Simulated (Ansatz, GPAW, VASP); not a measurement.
Zr: 4 runs at one level of theory

```
CELL_PARAMETERS angstrom
3.23200 0.00000 0.00000
-1.61600 2.79899 0.00000
0.00000 0.00000 5.14700
ATOMIC_POSITIONS crystal
Zr 0.66667 0.33333 0.75000
Zr 0.33333 0.66667 0.25000
```

Alike in all runs: task single point; functional PBE; k mesh 9 × 9 × 5; occupations gaussian, width 0.02 eV; no spin polarisation; no spin-orbit coupling. Pressure is positive in compression and, in plane waves, holds the error of the finite cutoff, which Ansatz's Pulay term estimates and takes out.

```tsv
program and potentials	plane-wave cutoff (eV)	notes	pressure (GPa)
Ansatz, Ansatz PAW	420	-	?
VASP, PBE PAW files Zr_sv, 520 eV	520	-	0.62
Ansatz, all-electron LAPW, scalar-relativistic	-	-	0.60
GPAW, GPAW PAW data sets (gpaw-data 1.2.1)	600	-	0.25
```

Task: Estimate from the other rows what the run with Ansatz, Ansatz PAW gave.

Result: Pressure 0.58 GPa. The other rows, which needn't bracket it: pressure 0.25 to 0.62.
